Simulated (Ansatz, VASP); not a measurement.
# ZrB2: VASP beside Ansatz

```
Zr B
1.0
     3.14523    0.00000    0.00000
    -1.57261    2.72384    0.00000
     0.00000    0.00000    3.50833
Zr B
1 2
Cartesian
  0.0000 0.0000 0.0000
  0.0000 1.8159 1.7542
  1.5726 0.9079 1.7542
```

Alike in both runs: functional PBE; dispersion D3(BJ); k mesh 18 × 18 × 14; occupations gaussian, width 0.1 eV; no spin polarisation.

Ansatz relaxed the structure, and its values are those at the end. VASP's run is a single point on that final structure, the one shown.

|  | VASP | Ansatz |
| --- | --- | --- |
| version | VASP 6.6.1 | Ansatz 0.2.0 |
| potentials or method | VASP PAW PBE potentials, release 64 (Zr_sv, B) | scalar-relativistic, plane waves, PAW |
| plane-wave cutoff (eV) | 520 | 420 |
| valence electrons in the cell | 18 | 18 |

Ansatz gave:

- gap on the k mesh at the Fermi level (eV): none
- pressure (GPa): 0.0

Q: Which values does VASP return?

A: gap on the k mesh at the Fermi level (eV): none; pressure (GPa): 0.2.

A gap of «none» marks a metal or a gap that the smearing closes. With one functional, cell and mesh, what is left measures potentials, basis and numerics.

Caveats: pairwise dispersion overbinds metals, which lowers pressure and volume.
